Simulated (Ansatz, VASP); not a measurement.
# BeS in VASP and in Ansatz

```xyz
2
Lattice="2.4342 2.4342 0.0000 -2.4342 2.4342 0.0000 0.0000 2.4342 2.4342" Properties=species:S:1:pos:R:3 pbc="T T T"
Be    0.0000    0.0000    0.0000
S     1.2171    3.6513    1.2171
```

Alike in both runs: task single point; functional r2SCAN; k mesh 8 × 8 × 8; no spin polarisation.

|  | VASP | Ansatz |
| --- | --- | --- |
| version | VASP 6.6.1 | Ansatz 0.2.0 |
| potentials or method | VASP PAW PBE potentials, release 64 (Be, S) | PAW with Ansatz's default frozen-core files, scalar-relativistic |
| plane-wave cutoff (eV) | 520 | 500 |
| occupations | gaussian, width 0.01 eV | fixed |
| valence electrons in the cell | 8 | 8 |

```csv
,VASP,Ansatz,Ansatz less VASP
gap on the k mesh at the Fermi level (eV),3.60,3.59,-0.009
pressure (GPa),0.3,0.0,-0.27
```

Caveats: the PAW data sets were made with another functional, which shifts forces and pressure a little (VASP). A k mesh can miss the band edges. r2SCAN opens gaps a little over a GGA but as a rule still falls short of measured ones.
